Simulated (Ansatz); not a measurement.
Crystal: CO2.

```
O C
1.0
     2.63591   -2.38738    0.00000
     2.63591    2.38738    0.00000
     0.00000    0.00000    6.58717
O C
4 2
Direct
  0.30651 0.69349 0.60816
  0.69349 0.30651 0.39184
  0.19349 0.80651 0.10816
  0.80651 0.19349 0.89184
  0.50000 0.50000 0.50000
  0.00000 0.00000 0.00000
```

The cell comes from a database or a generator and needn't be the stable form of this composition.

Base run:

- Program: Ansatz 0.2.0
- Functional: r2SCAN
- Potentials or basis: Ansatz PAW
- Cutoff: 500 eV (not typed: the program's choice for these potentials)
- k mesh: 8 × 8 × 4
- Occupations: fermi-dirac, width 0.05 eV
- Spin: no spin polarisation

Its results: band gap on the k mesh 7.25 eV, indirect (least direct gap 7.82 eV); pressure -1.6 GPa; largest force 0.702 eV/Å.

Question: The run is repeated on the same cell with these changes: functional from r2SCAN to LDA; cutoff from 500 eV (not typed: the program's choice for these potentials) to 420 eV (not typed: the program's choice for these potentials). What comes out?

Answer: Band gap on the k mesh 6.33 eV, indirect (least direct gap 6.91 eV); pressure -2.8 GPa; largest force 0.572 eV/Å.

r2SCAN gives the wider gap, since meta-GGAs in the generalised Kohn-Sham scheme recover part of the derivative discontinuity.

Caveats: the PAW data sets come from PBE, with cores solved anew for the run's functional, which leaves a small shift of forces and pressure.
